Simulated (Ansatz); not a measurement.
# SiNi3: enthalpy under pressure, worked through

The calculation used DFT PBE, scalar-relativistic, plane waves, PAW in Ansatz. Run with 420 eV cutoff, 12×12×12 k-mesh, Gaussian smearing of 0.10 eV, no spin polarisation.

Starting point, cell and atoms relaxed:

```
Si Ni
1.0
     3.50626    0.00000    0.00000
     0.00000    3.50626    0.00000
     0.00000    0.00000    3.50626
Si Ni
1 3
Direct
  0.00000 0.00000 0.00000
  0.00000 0.50000 0.50000
  0.50000 0.00000 0.50000
  0.50000 0.50000 0.00000
```

Cell and atoms were relaxed at each target pressure within the start's symmetry (Pm-3m), at zero temperature; other phases can be more stable under pressure. H = E + PV with P the target; E is the free energy at the smearing used, whose derivative the pressure is, per atom and counted from zero pressure. Spin polarisation was left out, and a magnetic state may lie lower.

| P (GPa) | V (Å³/atom) | E − E0 (meV) | H − H0 (meV) |
| --- | --- | --- | --- |
| 0 | 10.776 | 0.0 | 0.0 |
| 2 | 10.678 | 0.6 | 133.9 |
| 5 | 10.537 | 3.7 | 332.5 |
| 10 | 10.330 | 13.4 | 658.1 |
| 20 | 9.970 | 46.8 | 1291.3 |
| 40 | 9.408 | 150.2 | 2498.9 |

Question: Thermodynamics gives dH/dP = V along a relaxed path. Integrate V over P by the trapezoid rule and compare with the computed enthalpies.

Answer: With 1 eV/Å³ = 160.22 GPa, each step adds the mean volume times ΔP / 160.22:
```tsv
P (GPa)	∫V dP (meV)	H − H0 (meV)	difference (meV)
2	133.9	133.9	0.0
5	332.5	332.5	0.0
10	658.1	658.1	0.0
20	1291.6	1291.3	0.4
40	2501.1	2498.9	2.1
```

V(P) curves upward, so the trapezoid rule runs high; integrating a smooth curve through the same points puts that excess at about 2.4 meV at 40 GPa, against the 2.1 meV found.

Question: At 40 GPa, how much of the enthalpy change is stored energy and how much is the PV term?

Answer: E rises by 150 meV/atom and PV is 40 × 9.408 / 160.22 = 2349 meV/atom, so PV makes 94 % of ΔH. So between rival structures at high pressure a small difference in volume can outweigh the difference in energy: 1 % of this volume is worth 23.5 meV/atom at this pressure.

Question: What bulk modulus do the lowest pressures give?

Answer: From the pressures that the runs reached, -1.98 GPa (10.879 Å³) and 2.02 GPa (10.678 Å³), B = −ΔP/Δln V = 4.00 / 0.0187 = 214 GPa, a mean over that range.